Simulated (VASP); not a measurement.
Input of a VASP 6.6.1 run:

File INCAR:

```
SYSTEM = CdIn2O4
ALGO = Normal
EDIFF = 1E-8
ENCUT = 520
GGA = PE
ISIF = 2
ISMEAR = -1
LASPH = .TRUE.
LCHARG = .FALSE.
LEFG = .TRUE.
LREAL = .FALSE.
LWAVE = .FALSE.
NBANDS = 75
NELM = 60
PREC = Accurate
SIGMA = 0.02
```

Contents of KPOINTS:

```
k-points
0
G
  5 5 5
  0 0 0
```

POSCAR

```
CdIn2O4
1.0
    0.0000000000      4.6110186847      4.6110186847
    4.6110186847      0.0000000000      4.6110186847
    4.6110186847      4.6110186847      0.0000000000
Cd In O
2 4 8
Direct
    0.7500000000      0.7500000000      0.7500000000
    0.5000000000      0.5000000000      0.5000000000
    0.6250000000      0.1250000000      0.1250000000
    0.1250000000      0.1250000000      0.1250000000
    0.1250000000      0.6250000000      0.1250000000
    0.1250000000      0.1250000000      0.6250000000
    0.3617459100      0.3617459100      0.3617459100
    0.3352377300      0.8882540900      0.8882540900
    0.8882540900      0.8882540900      0.3352377300
    0.8882540900      0.3352377300      0.8882540900
    0.3617459100      0.3617459100      0.9147622700
    0.3617459100      0.9147622700      0.3617459100
    0.8882540900      0.8882540900      0.8882540900
    0.9147622700      0.3617459100      0.3617459100
```

Potentials or basis: VASP PAW PBE potentials, release 64 (Cd, In_d, O).

Run with:

```bash
$ cat potpaw_PBE.64/Cd/POTCAR potpaw_PBE.64/In_d/POTCAR potpaw_PBE.64/O/POTCAR > POTCAR
$ mpirun -np 1 vasp_std > vasp.out
```

Q: Estimate the pressure.

A: 5.1 GPa.

Q: What does it give for the band gap on the k mesh?

A: 1.04 eV, indirect (least direct gap 1.10 eV).

Forces in eV/Å, atoms in the order of the input:
```
Cd   0.000  0.000  0.000
Cd   0.000  0.000  0.000
In   0.000  0.000  0.000
In   0.000  0.000  0.000
In   0.000  0.000  0.000
In   0.000  0.000  0.000
O    0.098  0.098  0.098
O   -0.098  0.098  0.098
O    0.098  0.098 -0.098
O    0.098 -0.098  0.098
O   -0.098 -0.098  0.098
O   -0.098  0.098 -0.098
O   -0.098 -0.098 -0.098
O    0.098 -0.098 -0.098
```

Caveat: spin-orbit coupling is left out, which moves the levels of the heavy elements; an odd mesh through Γ misses points on the zone boundary, where band edges often lie.
